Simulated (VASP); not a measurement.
# PtSe2 (Sudovikovite) (P-3m1) in VASP: a series of runs

One crystal, PtSe2 (Sudovikovite), is run at these levels: LDA; tasks: single point.

Everything below comes from runs of VASP 6.6.1. Logs are shortened: lines on timing, memory, paths and dates and some standing lists are left out, and cuts for length are marked.

## Step 1: The structure

Symmetry: P-3m1, No. 164, trigonal system. Conventional cell: a = 3.773 Å, b = 3.773 Å, c = 5.129 Å, α = 90.00°, β = 90.00°, γ = 120.00°. Pt (site symmetry -3m) is surrounded by 6 Se at 2.53 Å. Se (site symmetry 3m) is surrounded by 3 Pt at 2.53 Å.

## Step 2: Single point, LDA

INCAR

```
PREC     = Accurate       # precision mode
ENCUT    = 520            # plane-wave cutoff, eV
EDIFF    = 1E-6           # SCF threshold, eV
ISMEAR   = -1             # smearing method
SIGMA    = 0.05           # smearing width, eV
LREAL    = False          # projectors in reciprocal space
LASPH    = True           # aspherical terms in the spheres
NELM     = 100            # most SCF steps
ALGO     = Fast           # electronic algorithm
ISIF     = 2              # what is computed and relaxed
LWAVE    = False          # write WAVECAR
LCHARG   = False          # write CHGCAR
NBANDS   = 18             # bands
```

KPOINTS

```
Automatic mesh
0
Gamma
  8 8 5
```

POSCAR

```
PtSe2
1.0
    3.7730056198      0.0000000000      0.0000000000
   -1.8865028099      3.2675187154      0.0000000000
    0.0000000000      0.0000000000      5.1286129021
Pt Se
1 2
Direct
    0.0000000000      0.0000000000      0.0000000000
    0.6666666667      0.3333333333      0.7500000000
    0.3333333333      0.6666666667      0.2500000000
```

Potentials or basis: VASP PAW LDA potentials, release 64 (Pt, Se).

Run with:

```sh
$ cat potpaw_LDA.64/Pt/POTCAR potpaw_LDA.64/Se/POTCAR > POTCAR
$ mpirun -np 1 vasp_std > vasp.out
```

OUTCAR:

```text
PREC = Accurate
   ENCUT = 520
   EDIFF = 1E-6
   ISMEAR = -1
   LREAL = False
   LASPH = True
   NELM = 100
   ISIF = 2

 ion  position               nearest neighbor table
   1  0.000  0.000  0.000-   2 2.53   3 2.53   2 2.53   3 2.53   2 2.53   3 2.53
   2  0.667  0.333  0.750-   1 2.53   1 2.53   1 2.53
   3  0.333  0.667  0.250-   1 2.53   1 2.53   1 2.53

  LATTYP: Found a hexagonal cell.
 ALAT       =     3.7730056198
 C/A-ratio  =     1.3592910849

  Lattice vectors:

 A1 = (   3.7730056198,   0.0000000000,   0.0000000000)
 A2 = (  -1.8865028099,   3.2675187154,   0.0000000000)
 A3 = (   0.0000000000,   0.0000000000,   5.1286129021)

Analysis of symmetry for initial positions (statically):
=====================================================================
 Subroutine PRICEL returns:
 Original cell was already a primitive cell.

 Routine SETGRP: Setting up the symmetry group for a
 hexagonal supercell.

 Subroutine GETGRP returns: Found 12 space group operations
 (whereof 12 operations were pure point group operations)
 out of a pool of 24 trial point group operations.

The static configuration has the point symmetry D_3d.

Analysis of symmetry for dynamics (positions and initial velocities):
=====================================================================
 Subroutine PRICEL returns:
 Original cell was already a primitive cell.

 Routine SETGRP: Setting up the symmetry group for a
 hexagonal supercell.

 Subroutine GETGRP returns: Found 12 space group operations
 (whereof 12 operations were pure point group operations)
 out of a pool of 24 trial point group operations.

The dynamic configuration has the point symmetry D_3d.

 Subroutine INISYM returns: Found 12 space group operations
 (whereof 12 operations are pure point group operations),
 and found     1 'primitive' translations

----------------------------------------------------------------------------------------

                                     Primitive cell

  volume of cell :      63.2274

  direct lattice vectors                    reciprocal lattice vectors
     3.773005620  0.000000000  0.000000000     0.265040687  0.153021312  0.000000000
    -1.886502810  3.267518715  0.000000000     0.000000000  0.306042624  0.000000000
     0.000000000  0.000000000  5.128612902     0.000000000  0.000000000  0.194984496

  length of vectors
     3.773005620  3.773005620  5.128612902     0.306042624  0.306042624  0.194984496

  position of ions in fractional coordinates (direct lattice)
     0.000000000  0.000000000  0.000000000
     0.666666667  0.333333333  0.750000000
     0.333333333  0.666666667  0.250000000

  ion indices of the primitive-cell ions
   primitive index   ion index
                 1           1
                 2           2
                 3           3

----------------------------------------------------------------------------------------

 KPOINTS: Automatic mesh

Automatic generation of k-mesh.
 Grid dimensions read from file:
 generate k-points for:    8    8    5

 Generating k-lattice:

  Cartesian coordinates                     Fractional coordinates (reciprocal lattice)
     0.033130086  0.019127664  0.000000000     0.125000000 -0.000000000  0.000000000
     0.000000000  0.038255328  0.000000000     0.000000000  0.125000000  0.000000000
     0.000000000  0.000000000  0.038996899     0.000000000  0.000000000  0.200000000

  Length of vectors
     0.038255328  0.038255328  0.038996899

  Shift w.r.t. Gamma in fractional coordinates (k-lattice)
     0.000000000  0.000000000  0.000000000

 Subroutine IBZKPT returns following result:
 ===========================================

 Found     40 irreducible k-points:

 Following reciprocal coordinates:
            Coordinates               Weight
  0.000000  0.000000  0.000000      1.000000
  0.125000 -0.000000  0.000000      6.000000
  0.250000 -0.000000  0.000000      6.000000
  0.375000 -0.000000  0.000000      6.000000
  0.500000 -0.000000  0.000000      3.000000
  0.125000  0.125000  0.000000      6.000000
[... 16 lines left out ...]
 -0.125000  0.500000  0.200000     12.000000
  0.250000  0.250000  0.200000     12.000000
 [... further k-points ...]
   k-points           NKPTS =     40   k-points in BZ     NKDIM =     40   number of bands    NBANDS=     18
   number of dos      NEDOS =    301   number of ions     NIONS =      3
   total plane-waves  NPLWV =  31360
   dimension x,y,z NGX =    28 NGY =   28 NGZ =   40
   dimension x,y,z NGXF=    56 NGYF=   56 NGZF=   80
   ions per type =               1   2
   NGX,Y,Z   is equivalent  to a cutoff of  12.34, 12.34, 12.97 a.u.
   NGXF,Y,Z  is equivalent  to a cutoff of  24.67, 24.67, 25.93 a.u.
 SYSTEM =  unknown system
   PREC   = accura    normal or accurate (medium, high low for compatibility)
   ISTART =      0    job   : 0-new  1-cont  2-samecut
   ICHARG =      2    charge: 1-file 2-atom 10-const
   ISPIN  =      1    spin polarized calculation?
   LNONCOLLINEAR =      F non collinear calculations
   LSORBIT =      F    spin-orbit coupling
   LASPH  =      T    aspherical Exc in radial PAW
   ENCUT  =  520.0 eV  38.22 Ry    6.18 a.u.   7.02  7.02  9.54*2*pi/ulx,y,z
   NELM   =    100;   NELMIN=  2; NELMDL= -5     # of ELM steps
   EDIFF  = 0.1E-05   stopping-criterion for ELM
   LREAL  =      F    real-space projection
   EDIFFG = 0.1E-04   stopping-criterion for IOM
   NSW    =      0    number of steps for IOM
   IBRION =     -1    ionic relax: 0-MD 1-quasi-New 2-CG
   NFREE  =      0    steps in history (QN), initial steepest desc. (CG)
   ISIF   =      2    stress and relaxation
   ISYM   =      2    0-nonsym 1-usesym 2-fastsym
   POTIM  = 0.5000    time-step for ionic-motion
   TEBEG  =    0.0;   TEEND  =   0.0 temperature during run
   PSTRESS=    0.0 pullay stress
   NELECT =      22.0000    total number of electrons
   NUPDOWN=      -1.0000    fix difference up-down
   EMIN   =  10.00;   EMAX   =-10.00  energy-range for DOS
   EFERMI =   0.00;   METHOD = LEGACY
   ISMEAR =    -1;   SIGMA  =   0.05  broadening in eV -4-tet -1-fermi 0-gaus
   EFERMI_NEDOS =   21; number of points for ismear=-14 and -15
   IALGO  =     68    algorithm
   IMIX   =      4    mixing-type and parameters
     AMIX     =   0.40;   BMIX     =  1.00
     AMIX_MAG =   1.60;   BMIX_MAG =  1.00
  volume/ion in A,a.u.               =      21.08       142.23
  Fermi-wavevector in a.u.,A,eV,Ry     =   1.151456  2.175936 18.039288  1.325850
  Thomas-Fermi vector in A             =   2.288113
   LORBIT       =      0    0 simple, 1 ext, 2 COOP (PROOUT), +10 PAW based schemes
   GGA     = CA    functional components
   LHFCALC =     F    Hartree Fock is set to
   AEXX    =    0.0000 exact exchange contribution
   IVDW    =     0    specifies the selected vdW correction
   LEPSILON=     F    determine dielectric tensor
   LRPA    =     F    only Hartree local field effects (RPA)
 non-spin polarized calculation
 RMM-DIIS sequential band-by-band and
  energy-cutoff  :      520.00
  volume of cell :       63.23
 maximum number of plane-waves:      1717
   NGX = 13   NGY = 13   NGZ = 19

 number of electron      21.9999999 magnetization

 Free energy of the ion-electron system (eV)
  ---------------------------------------------------
  ext. energy  EPLUGINS =         0.00000000
  ---------------------------------------------------
  free energy    TOTEN  =       -17.02295523 eV

  energy without entropy =      -17.01654588  energy(sigma->0) =      -17.01975056

 E-fermi :   5.9655     XC(G=0): -10.7160

 val. band max:        5.8581868792   @ k =   0.1250  -0.0000   0.0000
 cond. band min:       5.9934645048   @ k =   0.0000   0.1250   0.2000
 fundamental gap:      0.1352776256
 Fermi energy:         5.9655355996

 k-point     1 :       0.0000    0.0000    0.0000
  band No.  band energies     occupation
      1      -9.4079      2.00000
      2      -6.8113      2.00000
      3      -0.9014      2.00000
      4      -0.2186      2.00000
      5      -0.2186      2.00000
      6       2.1718      2.00000
[... 10 lines left out ...]
     17      13.2150      0.00000
     18      17.5079      0.00000

 k-point     2 :       0.1250   -0.0000    0.0000
  band No.  band energies     occupation
      1      -9.2448      2.00000
      2      -6.8781      2.00000
      3      -0.7028      2.00000
      4      -0.1145      2.00000
      5      -0.1009      2.00000
      6       1.9199      2.00000
[... 10 lines left out ...]
     17      13.7390      0.00000
     18      15.5895      0.00000

 k-point     3 :       0.2500   -0.0000    0.0000
  band No.  band energies     occupation
      1      -8.7956      2.00000
      2      -7.0521      2.00000
      3      -0.2271      2.00000
      4       0.1372      2.00000
      5       0.2702      2.00000
      6       0.9583      2.00000
[... 10 lines left out ...]
     17      14.1050      0.00000
     18      14.2518      0.00000

 k-point     4 :       0.3750   -0.0000    0.0000
  band No.  band energies     occupation
      1      -8.1957      2.00000
      2      -7.2961      2.00000
      3      -0.5875      2.00000
      4       0.3498      2.00000
      5       0.6106      2.00000
      6       1.1507      2.00000
[... 10 lines left out ...]
     17      13.6112      0.00000
     18      15.2349      0.00000

 k-point     5 :       0.5000   -0.0000    0.0000
  band No.  band energies     occupation
      1      -7.7076      2.00000
      2      -7.6030      2.00000
      3      -1.0631      2.00000
      4       0.4072      2.00000
      5       0.9000      2.00000
      6       1.9164      2.00000
[... 10 lines left out ...]
     17      13.3181      0.00000
     18      16.9728      0.00000

 k-point     6 :       0.1250    0.1250    0.0000
  band No.  band energies     occupation
      1      -8.9382      2.00000
      2      -6.9961      2.00000
      3      -0.3436      2.00000
      4       0.0759      2.00000
      5       0.1106      2.00000
      6       1.4680      2.00000
[... 10 lines left out ...]
     17      14.1934      0.00000
     18      14.6452      0.00000

 k-point     7 :       0.2500    0.1250    0.0000
  band No.  band energies     occupation
      1      -8.4122      2.00000
      2      -7.1884      2.00000
      3      -0.0526      2.00000
      4       0.1306      2.00000
      5       0.5880      2.00000
      6       0.7239      2.00000
[... 10 lines left out ...]
     17      13.7193      0.00000
     18      14.8902      0.00000

 k-point     8 :       0.3750    0.1250    0.0000
  band No.  band energies     occupation
      1      -7.8580      2.00000
      2      -7.4392      2.00000
      3      -0.8357      2.00000
      4       0.2598      2.00000
      5       0.9100      2.00000
      6       1.3417      2.00000
[... 10 lines left out ...]
     17      14.6802      0.00000
     18      15.4541      0.00000
[... 229 lines left out ...]
     17      13.6187      0.00000
     18      14.7761      0.00000

 k-point    20 :       0.2500    0.1250    0.2000
  band No.  band energies     occupation
      1      -8.2879      2.00000
      2      -7.3471      2.00000
      3      -0.1441      2.00000
      4       0.0968      2.00000
      5       0.4254      2.00000
      6       1.2398      2.00000
[... 10 lines left out ...]
     17      14.2536      0.00000
     18      14.5355      0.00000

 k-point    21 :      -0.1250    0.3750    0.2000
  band No.  band energies     occupation
      1      -8.3362      2.00000
      2      -7.2638      2.00000
      3      -0.4704      2.00000
      4      -0.0174      2.00000
      5       0.4287      2.00000
      6       1.1759      2.00000
[... 10 lines left out ...]
     17      13.8939      0.00000
     18      15.4610      0.00000

 k-point    22 :       0.3750    0.1250    0.2000
  band No.  band energies     occupation
      1      -7.7373      2.00000
      2      -7.5509      2.00000
      3      -0.8459      2.00000
      4       0.2195      2.00000
      5       1.0133      2.00000
      6       1.0643      2.00000
[... 10 lines left out ...]
     17      14.8128      0.00000
     18      15.3899      0.00000

 k-point    23 :      -0.1250    0.5000    0.2000
  band No.  band energies     occupation
      1      -7.8784      2.00000
      2      -7.3801      2.00000
      3      -0.9922      2.00000
      4       0.0699      2.00000
      5       0.6096      2.00000
      6       1.7003      2.00000
[... 10 lines left out ...]
     17      15.0764      0.00000
     18      15.6814      0.00000

 k-point    24 :       0.2500    0.2500    0.2000
  band No.  band energies     occupation
      1      -7.8729      2.00000
      2      -7.3979      2.00000
      3      -0.5005      2.00000
      4       0.0064      2.00000
      5       0.4322      2.00000
      6       1.2042      2.00000
[... 10 lines left out ...]
     17      14.3043      0.00000
     18      14.8333      0.00000

 [... further k-points ...]
[... 5 lines left out ...]
  --------------------------------------------------------------------------------------
  -------------------------------------------------------------------------------------
  Total       -2.0062914     -2.0062914     -1.7714497      0.0000000     -0.0000000      0.0000000
  in kB      -50.8392495    -50.8392495    -44.8883825      0.0000000     -0.0000000      0.0000000
  external PRESSURE =     -48.8556271 kB  Pullay stress =       0.0000000 kB

 VOLUME and BASIS-vectors are now :
 -----------------------------------------------------------------------------
  energy-cutoff  :      520.00
  volume of cell :       63.23
      direct lattice vectors                 reciprocal lattice vectors
     3.773005620  0.000000000  0.000000000     0.265040687  0.153021312  0.000000000
    -1.886502810  3.267518715  0.000000000     0.000000000  0.306042624  0.000000000
     0.000000000  0.000000000  5.128612902     0.000000000  0.000000000  0.194984496

 POSITION                                       TOTAL-FORCE (eV/Angst)
 -----------------------------------------------------------------------------------
      0.00000      0.00000      0.00000        -0.000000      0.000000      0.000000
      1.88650      1.08917      3.84646         0.000000      0.000000      0.214072
     -0.00000      2.17835      1.28215        -0.000000     -0.000000     -0.214072
 -----------------------------------------------------------------------------------
    total drift:                               -0.000000     -0.000000     -0.000000

  FREE ENERGIE OF THE ION-ELECTRON SYSTEM (eV)
  ---------------------------------------------------
  free  energy   TOTEN  =       -17.0229552330 eV

  energy  without entropy=      -17.0165458847  energy(sigma->0) =      -17.01975056
```

It took 34 s on 1 thread of AMD EPYC 9R14 (Zen 4), shared host; peak memory 0.15 GiB.

What came out:

```
Free energy            : -17.0230 eV
Pressure               : -4.9 GPa
Largest force          : 0.214 eV/Å
Band gap on the k mesh : none (metal or under the smearing width)
```

Forces in eV/Å, atoms in the order of the input:
```
Pt   0.000  0.000  0.000
Se   0.000  0.000  0.214
Se   0.000  0.000 -0.214
```

Stress tensor (GPa, compression positive):
```
-5.08  0.00  0.00
 0.00 -5.08  0.00
 0.00  0.00 -4.49
```

(Continued in part 2 of 2.)
